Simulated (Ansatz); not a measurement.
# The 2H-MoS2 bilayer (2H stacking) under a gate

How does the 2H-MoS2 bilayer (2H stacking) take up charge from its gate?

Main program and level: Ansatz 0.2.0; plane-wave DFT, PBE-D3(BJ), Ansatz PAW, in the first sound run; inputs show where later runs differ.

**1. Starting point**

The cell holds 6 atoms: 4 S and 2 Mo. Its edges and angles: a = 3.180 Å, b = 3.180 Å, c = 27.525 Å, α = 90.0°, β = 90.0°, γ = 120.0°. Regions: layer 1: 2H-MoS2, 3 atoms (2 S and 1 Mo); layer 2: 2H-MoS2, 3 atoms (2 S and 1 Mo). Vacuum lies along c.

**2. Relaxation**

The starting cell is a guess, so the in-plane lattice and the atoms are relaxed first, with the slab cut off from its images along the normal. The program lengthens the vector along the normal by itself, so c and the volume that it reports differ from the typed ones.

The input, input.yaml:

```yaml
crystal:
  lattice:
    - [3.18, 0.0, 0.0]
    - [-1.59, 2.753960784, 0.0]
    - [0.0, 0.0, 27.525195476]
  atoms:
    - { symbol: S, position: [0.3333333333, 0.6666666667, 0.3269731548] }
    - { symbol: Mo, position: [0.0, 0.0, 0.3862388145] }
    - { symbol: S, position: [0.3333333333, 0.6666666667, 0.4455044742] }
    - { symbol: S, position: [0.0, 0.0, 0.5544955258] }
    - { symbol: Mo, position: [0.3333333333, 0.6666666667, 0.6137611855] }
    - { symbol: S, position: [0.0, 0.0, 0.6730268452] }
  periodic: [true, true, false]
kpoints:
  mp_grid: { grid: [12, 12, 1] }
hamiltonian:
  xc: pbe
  dispersion: d3bj
scf:
  occupations: { method: fermi_dirac, width: 0.05 }
  convergence: { dr2_threshold: 1.0e-09 }
relax:
  f_tol: 0.004
  max_steps: 90
  cell: {}
output:
  write_potential: true
  write_density: true
  volumetric_format: npy
```

Started as:

```
> ansatz run input.yaml --threads 8 --pin off --max-ram 12288MiB --backend cpu --events-out ev --progress --plain --runs-dir out
```

Numbers of over 12 decimals in the logs are rounded to 6 here.

The log of the run:

```text
Warning: crystal.periodic: the lattice vector that does not repeat stood 0.000° off the slab's normal, 27.525 Å along it as the deck builds it. The run solves the slab on a vector along the normal, 42.850 Å long, with every atom where it was (on the deck's vector they left 18.00 Å outside them, and the widest stretch free of ions among them is 3.00 Å). A fractional position that the run reports is one of the run's ce [...]
Warning: relax.cell: scf.convergence.dr2_threshold = 1e-9 eV is looser than the 1.57383960337e-10 eV advised for a relaxation that steers and ends on the stress (1e-10 eV for each atom of the cell: 6, times the square of relax.cell.stress_2d_tol = 0.05 N/m over 19.5 Å (the atoms' height at the walk's start and 5 Å past either face), 2.561e-2 GPa, over a crystal's default 0.05). What an SCF threshold leaves in a stress goes as its square root, and in the free energy as the threshold itself, and one threshold admits the most on a small cell: [figures from the program's tests cut] Set scf.convergence.dr2_threshold to 1.57383960337e-10 eV or tighter. [rest of the remark cut]
crystal.periodic: the lattice vector that does not repeat stood 0.000° off the slab's normal, 27.525 Å along it as the deck builds it. The run solves the slab on a vector along the normal, 42.850 Å long, with every atom where it was (on the deck's vector they left 18.00 Å outside them, and the widest stretch free of ions among them is 3.00 Å). A fractional position that the run reports is one of the run's cell, which [...]
Engine: ansatz 0.2.0, aarch64-unknown-linux-gnu
Pseudopotentials: kind: paw
Pseudopotential: S, paw, valence charge 6, recommended cutoff 420 eV (normal), S.paw.azcp
Pseudopotential: Mo, paw, valence charge 14, recommended cutoff 420 eV (normal), Mo.paw.azcp
Functional definition: PBE
  parameter kappa = 0.804
  parameter beta = 0.066725
  exchange = pbe_x(kappa = kappa, mu = beta*pi^2/3)
  correlation = pbe_c(beta = beta)
Crystal: 6 atoms, lattice volume = 375.266 Å³
Basis set: ecut = 420 eV, 7367 PW (Γ), exchange–correlation on 48×48×576 points (8 copies of the dense FFT grid, shifted against one another)
Bands: 32, of which v1, the nominal top of the filled ones, is band 26 counted from 1 (25 counted from 0)
Symmetry: 12 space group operations
Space group: P-3m1 (ITA 164), of the structure as read, at distance tolerance 7.2e-5 Å
k-points: 19 of 144
Non-local potential: S, projectors of the file, l = 0: 2, l = 1: 2, l = 2: 2
Non-local potential: Mo, projectors of the file, l = 0: 3, l = 1: 2, l = 2: 2, l = 3: 1
PAW form: soft (Blöchl's): semilocal exchange-correlation on the pseudo side does not see the compensation charge
PAW one-centre angular grid: S, 110 points (default); XC on 64 Gauss nodes
PAW one-centre angular grid: Mo, 590 points (default); XC on 64 Gauss nodes
Initial density: superposition of atomic densities (neutral atoms: chi_scale 0, normalization atom), corrected by the library's trained network
Initial wavefunctions: pseudopotential atomic-orbital guess
Functional: x = pbe(κ = 0.804, μ = 0.219515), c = pbe(β = 0.066725)
SCF iter   1: F=—  HF=-13527.581310 eV  |F-HF|=—  |Δ(HF+E_count)|=         —  Δρ=3.16e-3  dr2=1.08e-1  ethr=1.77e-3  ⟨swp⟩=13.4  Hψ=4616  notcnv=0
preconditioner: auto → Resta (q_TF=auto, 1.963 Å⁻¹)  ε∞=3.4  [insulator: Δε(μ)=1.252 eV  Ē_g=7.455 eV  σ=0.050 eV  W_gap=1.00  n_scr=26 (ndim 8)  ℏωp=11.5 eV  f_vac=0.692  D(μ)=0.00/eV (n_scr^D=0)  ε∞_Penn≈3.4  vacuum switching on, ρ_ref=4.0e-3 e/Å³]
SCF iter   2: F=—  HF=-13527.595204 eV  |F-HF|=—  |Δ(HF+E_count)|=   1.39e-2  Δρ=2.50e-3  dr2=1.29e-1  ethr=2.07e-4  ⟨swp⟩=4.1  Hψ=1369  notcnv=0  defer=3
SCF iter   3: F=—  HF=-13527.585436 eV  |F-HF|=—  |Δ(HF+E_count)|=   9.77e-3  Δρ=1.45e-3  dr2=2.14e-3  ethr=2.07e-4  ⟨swp⟩=2.6  Hψ=980  notcnv=0  defer=3
SCF iter   4: F=—  HF=-13527.590023 eV  |F-HF|=—  |Δ(HF+E_count)|=   4.59e-3  Δρ=4.65e-4  dr2=1.66e-3  ethr=4.12e-6  ⟨swp⟩=3.2  Hψ=1390  notcnv=0  defer=3
SCF iter   5: F=—  HF=-13527.590031 eV  |F-HF|=—  |Δ(HF+E_count)|=   7.75e-6  Δρ=1.24e-4  dr2=2.06e-4  ethr=3.20e-6  ⟨swp⟩=2.9  Hψ=970  notcnv=0  defer=3
SCF iter   6: F=—  HF=-13527.590020 eV  |F-HF|=—  |Δ(HF+E_count)|=   1.09e-5  Δρ=4.91e-5  dr2=6.40e-6  ethr=3.96e-7  ⟨swp⟩=3.2  Hψ=1135  notcnv=0  defer=3
SCF iter   7: F=—  HF=-13527.589927 eV  |F-HF|=—  |Δ(HF+E_count)|=   9.29e-5  Δρ=1.63e-5  dr2=3.45e-6  ethr=1.23e-8  ⟨swp⟩=3.4  Hψ=1498  notcnv=0  defer=3
SCF iter   8: F=—  HF=-13527.589911 eV  |F-HF|=—  |Δ(HF+E_count)|=   1.61e-5  Δρ=7.43e-6  dr2=6.34e-7  ethr=6.64e-9  ⟨swp⟩=2.3  Hψ=913  notcnv=0  defer=3
SCF iter   9: F=—  HF=-13527.589911 eV  |F-HF|=—  |Δ(HF+E_count)|=   4.94e-8  Δρ=1.13e-6  dr2=4.02e-9  ethr=1.22e-9  ⟨swp⟩=2.8  Hψ=1187  notcnv=0  defer=3
SCF iter  10: F=—  HF=-13527.589911 eV  |F-HF|=—  |Δ(HF+E_count)|=  7.57e-10  Δρ=4.01e-7  dr2=1.34e-9  ethr=1.92e-12  ⟨swp⟩=13.6  Hψ=5725  notcnv=0
SCF iter  11: F=-13527.589911 eV  HF=-13527.589911 eV  |F-HF|=1.18e-10  |Δ(HF+E_count)|=  1.86e-10  Δρ=7.26e-8  dr2=6.13e-11  ethr=1.92e-12  ⟨swp⟩=10.4  Hψ=4342  notcnv=0
SCF 1 converged in 11 iterations: F = -13527.589911 eV  dr2 = 6.13e-11
  greatest PAW one-centre occupation: 0.998 electrons in one spin orbital (limit 2), on the Mo atom at site 4 (counted from 0), in its partial waves of l = 0
relax step   1: F+E_penalty+E_count = -13527.58991069 eV  Δ(F+E_penalty+E_count) = +0.000e0 eV  max|allowed force component| = 1.253e0 eV/Å  Δτ_max = 0.0000 Å  P = -7.663 N/m  Ω = 375.266 Å³  fix = [c, alpha, beta]  reactions: c -0.000 N/m  (11 SCF iters, accepted)
Crystal: 6 atoms, lattice volume = 374.060 Å³
Basis set: ecut = 420 eV, 7343 PW (Γ), exchange–correlation on 48×48×576 points (8 copies of the dense FFT grid, shifted against one another)
Initial density: handed on by an earlier stage of this run
Initial wavefunctions: those handed on with the density
iter 1 solved again at ethr=3.48e-4 eV; its pass at ethr=3.10e-3 eV (dr2=1.81e-1 eV) is discarded
SCF iter   1: F=—  HF=-13527.766040 eV  |F-HF|=—  |Δ(HF+E_count)|=         —  Δρ=7.52e-3  dr2=2.06e-1  ethr=3.48e-4  ⟨swp⟩=2.6  Hψ=4999  notcnv=0
eigensolver tolerance schedule calibrated: the retry pair's looser diagonalisation under-reported the residual by θ = 0.12 (0.13/decade); ethr = c·dr2/N_el runs at the constant in force after the calibration composes with the one it found (an armed cap, an earlier calibration), c = 5.9e-2
[...]
SCF iter   3: F=—  HF=-13527.789295 eV  |F-HF|=—  |Δ(HF+E_count)|=   1.68e-3  Δρ=3.14e-3  dr2=1.07e-1  ethr=1.89e-4  ⟨swp⟩=3.8  Hψ=1343  notcnv=0  defer=5
SCF iter   4: F=—  HF=-13527.781051 eV  |F-HF|=—  |Δ(HF+E_count)|=   8.24e-3  Δρ=7.81e-4  dr2=3.23e-3  ethr=1.89e-4  ⟨swp⟩=3.4  Hψ=1014  notcnv=0  defer=6
SCF iter   5: F=—  HF=-13527.780585 eV  |F-HF|=—  |Δ(HF+E_count)|=   4.67e-4  Δρ=4.93e-4  dr2=2.10e-3  ethr=6.22e-6  ⟨swp⟩=4.1  Hψ=1541  notcnv=0  defer=2
SCF iter   6: F=—  HF=-13527.780422 eV  |F-HF|=—  |Δ(HF+E_count)|=   1.63e-4  Δρ=1.28e-4  dr2=1.27e-4  ethr=4.04e-6  ⟨swp⟩=2.7  Hψ=977  notcnv=0  defer=2
SCF iter   7: F=—  HF=-13527.780422 eV  |F-HF|=—  |Δ(HF+E_count)|=   1.83e-8  Δρ=6.31e-5  dr2=1.98e-5  ethr=2.45e-7  ⟨swp⟩=3.5  Hψ=1370  notcnv=0  defer=2
SCF iter   8: F=—  HF=-13527.780410 eV  |F-HF|=—  |Δ(HF+E_count)|=   1.19e-5  Δρ=1.37e-5  dr2=9.71e-7  ethr=3.81e-8  ⟨swp⟩=3.3  Hψ=1303  notcnv=0  defer=2
SCF iter   9: F=—  HF=-13527.780386 eV  |F-HF|=—  |Δ(HF+E_count)|=   2.34e-5  Δρ=1.76e-6  dr2=1.62e-8  ethr=1.87e-9  ⟨swp⟩=3.2  Hψ=1389  notcnv=0  defer=2
SCF iter  10: F=—  HF=-13527.780386 eV  |F-HF|=—  |Δ(HF+E_count)|=   1.02e-8  Δρ=6.07e-7  dr2=1.38e-9  ethr=3.11e-11  ⟨swp⟩=3.7  Hψ=1523  notcnv=0  defer=2
SCF iter  11: F=-13527.780386 eV  HF=-13527.780386 eV  |F-HF|=2.91e-11  |Δ(HF+E_count)|=   1.47e-9  Δρ=8.65e-8  dr2=3.21e-11  ethr=1.92e-12  ⟨swp⟩=12.2  Hψ=5131  notcnv=0
SCF 3 converged in 11 iterations: F = -13527.780386 eV  dr2 = 3.21e-11
relax step   3: F+E_penalty+E_count = -13527.78038632 eV  Δ(F+E_penalty+E_count) = -5.275e-2 eV  max|allowed force component| = 2.173e-1 eV/Å  Δτ_max = 0.1800 Å  P = +0.399 N/m  Ω = 367.283 Å³  energy of the carried Pulay correction = +2.396e-4 eV  fix = [c, alpha, beta]  reactions: c +0.000 N/m  (11 SCF iters, accepted)
[...]
relax step   4: F+E_penalty+E_count = -13527.79857622 eV  Δ(F+E_penalty+E_count) = -1.819e-2 eV  max|allowed force component| = 2.910e-2 eV/Å  Δτ_max = 0.1462 Å  P = -0.095 N/m  Ω = 368.493 Å³  energy of the carried Pulay correction = +2.030e-4 eV  fix = [c, alpha, beta]  reactions: c -0.000 N/m  (10 SCF iters, accepted)
[...]
relax step   5: F+E_penalty+E_count = -13527.79977468 eV  Δ(F+E_penalty+E_count) = -1.198e-3 eV  max|allowed force component| = 5.863e-3 eV/Å  Δτ_max = 0.0304 Å  P = +0.010 N/m  Ω = 368.582 Å³  energy of the carried Pulay correction = +2.003e-4 eV  fix = [c, alpha, beta]  reactions: c +0.000 N/m  (10 SCF iters, accepted)
[...]
relax step   6: F+E_penalty+E_count = -13527.79980923 eV  Δ(F+E_penalty+E_count) = -3.456e-5 eV  max|allowed force component| = 6.251e-4 eV/Å  Δτ_max = 0.0054 Å  P = -0.009 N/m  Ω = 368.631 Å³  energy of the carried Pulay correction = +1.988e-4 eV  fix = [c, alpha, beta]  reactions: c -0.000 N/m  (9 SCF iters, accepted)
Initial wavefunctions: pseudopotential atomic-orbital guess (no wavefunctions were taken with the density)
iter 1 solved again at ethr=8.54e-8 eV; its pass at ethr=3.10e-3 eV (dr2=4.44e-5 eV) is discarded
SCF iter   1: F=—  HF=-13527.799638 eV  |F-HF|=—  |Δ(HF+E_count)|=         —  Δρ=1.36e-5  dr2=1.04e-7  ethr=8.54e-8  ⟨swp⟩=6.5  Hψ=8055  notcnv=0
preconditioner: auto → Resta (q_TF=auto, 1.968 Å⁻¹)  ε∞=3.2  [insulator: Δε(μ)=1.211 eV  Ē_g=7.792 eV  σ=0.050 eV  W_gap=1.00  n_scr=26 (ndim 8)  ℏωp=11.6 eV  f_vac=0.700  D(μ)=0.00/eV (n_scr^D=0)  ε∞_Penn≈3.2  vacuum switching on, ρ_ref=4.4e-3 e/Å³]
SCF iter   2: F=—  HF=-13527.799599 eV  |F-HF|=—  |Δ(HF+E_count)|=   3.98e-5  Δρ=6.47e-6  dr2=2.43e-8  ethr=1.99e-10  ⟨swp⟩=3.9  Hψ=1870  notcnv=0
SCF iter   3: F=—  HF=-13527.799599 eV  |F-HF|=—  |Δ(HF+E_count)|=   2.01e-8  Δρ=2.02e-6  dr2=2.56e-8  ethr=4.67e-11  ⟨swp⟩=2.9  Hψ=1296  notcnv=0
SCF iter   4: F=—  HF=-13527.799599 eV  |F-HF|=—  |Δ(HF+E_count)|=   1.75e-9  Δρ=6.85e-7  dr2=1.11e-9  ethr=4.67e-11  ⟨swp⟩=2.9  Hψ=987  notcnv=0
SCF iter   5: F=-13527.799599 eV  HF=-13527.799599 eV  |F-HF|=2.33e-10  |Δ(HF+E_count)|=  3.75e-10  Δρ=1.89e-7  dr2=6.84e-11  ethr=1.92e-12  ⟨swp⟩=14.5  Hψ=5264  notcnv=0
SCF 7 converged in 5 iterations: F = -13527.799599 eV  dr2 = 6.84e-11
relax step   7: F+E_penalty+E_count = -13527.79959859 eV  Δ(F+E_penalty+E_count) = +2.106e-4 eV  max|allowed force component| = 6.206e-4 eV/Å  Δτ_max = 0.0000 Å  P = -0.007 N/m  Ω = 368.631 Å³  fix = [c, alpha, beta]  reactions: c -0.000 N/m  stress off target by 6.91e-3 N/m on what of the cell is left free  SCF on the basis re-selected at this cell (its energy is not comparable with the rows above)  (5 SCF iters)
basis re-selected at this cell: Δ(F+E_penalty+E_count) = +2.106e-4 eV, ΔP = +0.002 N/m vs the last step (what re-selecting the basis moved, of the pressure what is left beyond the Pulay correction that the steps carried, after the strain that the cell walked since its last selection, with what the two solves' SCF thresholds leave and, on support functions, any second-order correction that the steps lacked; it is no m [...]
SCF converged after 5 iterations
Free energy (F): -13527.799599 eV
Harris-Foulkes:  -13527.799599 eV  (|F-HF|=2.33e-10)
Internal energy: -13527.799598 eV  (E = F + TS)
E sigma→0 (E₀):  -13527.799598 eV
Entropy (-TS):   -0.000000 eV (-0.000 meV/atom)
Fermi energy:    -4.866125 eV
--- Per-component energies (eV) ---
  E_band       = -1152.434703
  E_kinetic    = 1313.415524
  E_local      = -201712.367199  (includes V_loc(G=0)·N_el)
  E_nonlocal   = 398.408910
  E_hartree    = 99982.809227
  E_xc         = -757.545381
  E_vxc        = -810.724896  (∫ρ·V_xc dr)
  E_paw        = -8803.142542  (= ΣΔE_a)
  E_vpaw       = -306.785285  (= ΣTr[D̂ρ^β])
  E_aug_tail   = 0.000080  (compensation charges beyond the density's cutoff)
  E_ewald      = 96052.873817
  E_disp       = -2.252034  (pairwise vdW)
  E_smearing   = -0.000000  (= −TS)
  E_closure    = 0.000000  (closes the sum)
  Σ components = -13527.799599   (vs F -13527.799599, Δ=0.00e0)
--- Forces (eV/Å), atoms counted from 1 ---
  atom   1  S      0.00000000    -0.00000000     0.00007543
  atom   2  Mo     0.00000000    -0.00000000     0.00062060
  atom   3  S      0.00000000    -0.00000000    -0.00012638
  atom   4  S     -0.00000000     0.00000000     0.00012638
  atom   5  Mo    -0.00000000     0.00000000    -0.00062060
  atom   6  S     -0.00000000     0.00000000    -0.00007543
  max |Σ_I F_I| component: 9.25e-18 eV/Å
--- 2D stress c σ (N/m, compression-positive) ---
       -0.006914       0.000000       0.000000
        0.000000      -0.006914      -0.000000
        0.000000      -0.000000      -0.000000
  P = ½ c Tr σ = -0.0069 N/m
--- Band table (eV; the first three rows and the last of 19) ---
  k-point 0: bands = [... 22 lower, -7.3622, -7.2075, -6.1877, -5.4246, -3.1042, -3.1042, -3.0806, -3.0806, ... 2 higher]
  k-point 1: bands = [... 22 lower, -7.2348, -6.8492, -6.2021, -5.5768, -3.2223, -3.2082, -3.1302, -3.0771, ... 2 higher]
  k-point 2: bands = [... 22 lower, -7.2089, -6.7955, -6.3405, -6.0678, -3.6765, -3.4502, -3.3217, -3.3088, ... 2 higher]
  k-point 18: bands = [... 22 lower, -8.0704, -8.0704, -5.9822, -5.8823, -4.1396, -4.1396, -3.2104, -2.6210, ... 2 higher]
  the weakly bound empty levels are not read free of the cell's end (no_gap_told)
--- Relaxed structure (6 steps of the walk, 6 accepted, 1 SCFs on fresh bases) ---
  F+E_penalty+E_count = -13527.79959859 eV   max|allowed force component| = 6.206e-4 eV/Å   (the final SCF, on the basis selected at the relaxed cell)
  cell:  # Å, volume = 368.6305 Å³
    - [3.151759, 0, 0]
    - [-1.575879, 2.729503, 0]
    - [0, 0, 42.850391]
  atoms:
    - { symbol: S, position: [0.333333, 0.666667, 0.213888] }
    - { symbol: Mo, position: [-2.9386734413368294e-17, -5.4147539565004454e-17, 0.250471] }
    - { symbol: S, position: [0.333333, 0.666667, 0.287018] }
    - { symbol: S, position: [-3.031194718499636e-17, -5.599796510826064e-17, 0.355338] }
    - { symbol: Mo, position: [0.333333, 0.666667, 0.391885] }
    - { symbol: S, position: [-3.11784793658279e-17, -5.773102946992377e-17, 0.428468] }
```

Wall time 17 s (8 threads of Arm Neoverse V2, shared host); peak memory 1.1 GiB.

The steps of the relaxation:

```csv
step,energy less that of the first step (eV),largest force component (eV/Å),volume (Å³)
1,0.0000,1.2534,375.27
2,-0.1377,0.8107,374.06
3,-0.1905,0.2173,367.28
4,-0.2087,0.0291,368.49
5,-0.2099,0.0059,368.58
6,-0.2099,0.0006,368.63
7*,-0.2097,0.0006,368.63
```

Relaxation steps marked * repeat the geometry before them on a plane-wave basis chosen anew for their cell, so energy and pressure can jump there.

Forces are held to the 12 operations that the run works with; a distortion that breaks them can't arise in this run.

```csv
cell as run,before,after,change
a (Å),3.180,3.152,-0.9 %
b (Å),3.180,3.152,-0.9 %
```

The atoms that moved most (Å, along periodic axes as changes of fractional coordinates times the final cell, across vacuum about the mean position):

```csv
atom,dx,dy,dz,length
S6,0.000,0.000,-0.165,0.165
S1,0.000,0.000,0.165,0.165
Mo2,0.000,0.000,0.101,0.101
Mo5,0.000,0.000,-0.101,0.101
S4,0.000,0.000,-0.036,0.036
S3,0.000,0.000,0.036,0.036
```

Final coordinates:

```xyz
6
Lattice="3.1518 0.0000 0.0000 -1.5759 2.7295 0.0000 0.0000 0.0000 42.8504" Properties=species:S:1:pos:R:3
S     0.0000    1.8197    9.1652
Mo    0.0000    0.0000   10.7328
S     0.0000    1.8197   12.2988
S     0.0000    0.0000   15.2264
Mo    0.0000    1.8197   16.7924
S     0.0000    0.0000   18.3600
```

The lattice constant a goes from 3.180 to 3.152 Å.

[end of part 1 of 4]

[Logs are printed without paths, hosts, clocks, repeated set-up lines and the standing remarks that a program may print on its own settings, such as how far it seeks lower states.]

[Hosts, paths, dates, database ids (printed as entryN), source tags and the programs' standing remarks are cut or masked in the printed files.]

[Maps of the electrostatic potential energy from Ansatz leave out the sawtooth potential of an applied field or a dipole correction, so their vacuum need not be flat; planar profiles and work functions include it.]
